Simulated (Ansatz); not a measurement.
Runs of Ansatz 0.2.0 on Sb. The cell holds a slab with vacuum, 6 atoms: a = 3.369 Å, b = 3.369 Å, c = 28.325 Å, α = 90.00°, β = 90.00°, γ = 120.00°. 

| level | cutoff (eV) | gap on the mesh (eV) | largest force (eV/Å) | work function (eV) |
| --- | --- | --- | --- | --- |
| LDA | 420 | none | 0.39 | 4.52 |
| BLYP | 420 | none | 0.29 | 3.99 |
| RPBE | 420 | none | 0.32 | 4.11 |
| revPBE | 420 | none | 0.32 | 4.11 |
| r2SCAN | 500 | none | 0.38 | 4.29 |
| PBE | 420 | none | (b) | (a) |
| PBEsol | 420 | none | 0.33 | 4.31 |

Alike in all rows: task projected density of states; potentials or basis Ansatz PAW; no spin polarisation; cell the (0 0 1) slab of Sb, cut from the database cell, not relaxed; k mesh 9 × 9 × 1; smearing fermi-dirac 0.05 eV.

Estimate the missing entries.

(a) 4.23; (b) 0.31.

Caveats: the PAW data sets come from PBE, with cores solved anew for the run's functional, which leaves a small shift of forces and pressure (some runs).

A k mesh can miss the band edges, and the runs leave out spin-orbit coupling on Sb.

A gap of «none» marks a metal or a gap under the smearing width.
